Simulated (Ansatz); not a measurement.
## C (P6_3/mmc), random displacements

The calculation used DFT PBE, scalar-relativistic, plane waves, PAW (Ansatz 0.2.0). Settings: plane waves to 420 eV, k-mesh 12×12×4 (Γ-centred), Gaussian smearing 0.05 eV. No spin polarisation. Energies are free energies at this smearing, counted from the undisturbed cell; pressure is positive in compression.

Reference structure (as given, not relaxed at this level):

```xyz
8
Lattice="2.5221 0.0000 0.0000 -1.2610 2.1842 0.0000 0.0000 0.0000 8.2371" Properties=species:S:1:pos:R:3 pbc="T T T"
C     0.0000    0.0000    0.7722
C     0.0000    0.0000    4.8908
C     0.0000    0.0000    3.3463
C     0.0000    0.0000    7.4649
C     0.0000    1.4561    1.2870
C     1.2610    0.7281    5.4056
C     0.0000    1.4561    2.8315
C     1.2610    0.7281    6.9501
```

The atoms are displaced (Å, in the unstrained cell):

```csv
atom,ux,uy,uz
C1,-0.117,-0.069,0.038
C2,-0.148,0.005,0.109
C3,-0.039,0.067,0.134
C4,0.168,0.113,-0.193
C5,-0.047,0.071,0.018
C6,0.021,-0.128,0.017
C7,0.076,-0.075,-0.089
C8,0.085,0.016,-0.033
```

Strain (Voigt, engineering shear): (-0.0042, -0.0039, -0.0180, -0.0148, -0.0169, -0.0037).

Q: What are the energy change, the stress and the forces?

A: ΔE = 599.8 meV/atom; stress (xx, yy, zz, yz, xz, xy; compression positive) (34.35, 13.27, 58.84, 6.67, -1.53, -4.55) GPa; gap on the mesh 0.22 eV.
```tsv
atom	Fx (eV/Å)	Fy	Fz
C1	4.63	4.62	-3.29
C2	9.05	-5.00	-6.52
C3	0.61	-3.09	-5.83
C4	-5.68	-4.89	8.23
C5	-2.52	-4.36	-1.79
C6	-8.22	6.18	1.58
C7	-1.62	3.27	8.58
C8	3.75	3.27	-0.95
```

Cost: 1 run of about 0.27 core-minutes, on Intel Xeon Platinum 8488C (Sapphire Rapids) (shared hosts).